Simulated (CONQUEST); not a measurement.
**HgTe (Coloradoite) under changes of volume**

One of the cells (33.215 Å³/atom); the others are scaled copies at fixed shape and fractional positions:

```
CELL_PARAMETERS angstrom
4.54599 0.00000 0.00000
0.00000 4.54599 0.00000
0.00000 0.00000 6.42900
ATOMIC_POSITIONS crystal
Hg 0.00000 0.00000 0.00000
Hg 0.50000 0.50000 0.50000
Te 0.00000 0.50000 0.25000
Te 0.50000 0.00000 0.75000
```

- Program: CONQUEST 1.3
- Functional: PBEsol
- Potentials or basis: PseudoDojo NC PBEsol, DZP, grid of 48 × 48 × 60 points
- k mesh: 6 × 6 × 4
- Occupations: fermi-dirac, width 0.05 eV
- Spin: no spin polarisation

| volume (Å³/atom) | energy over the lowest point (meV/atom) | pressure (GPa) |
| --- | --- | --- |
| 31.223 | 76.68 | 6.8 |
| 31.887 | 51.45 | 5.3 |
| 32.551 | 31.96 | 4.0 |
| 33.215 | 17.68 | 2.9 |
| 33.880 | ? | ? |
| 34.544 | 2.04 | 0.9 |
| 35.208 | 0.00 | 0.1 |

Task: What does the run at 33.880 Å³/atom give?

Result: Energy over the lowest point 7.79 meV/atom; pressure 1.9 GPa.

Worked out: A Birch-Murnaghan fit of order 3 (a polynomial in V^(-2/3)) to the other rows has its minimum at 35.29 Å³/atom, just outside them, with B0 = V·E''(V) = 41 GPa and B' = 5.0. It gives 7.81 meV/atom at 33.880 Å³/atom, against the run's 7.79, and -dE/dV = 1.9 GPa, against 1.9.

Energies are extrapolated to zero smearing.

Caveats: the basis of atomic orbitals isn't converged, which shifts pressures, moduli and gaps; the real-space grid breaks the cell's symmetry a little (some runs).
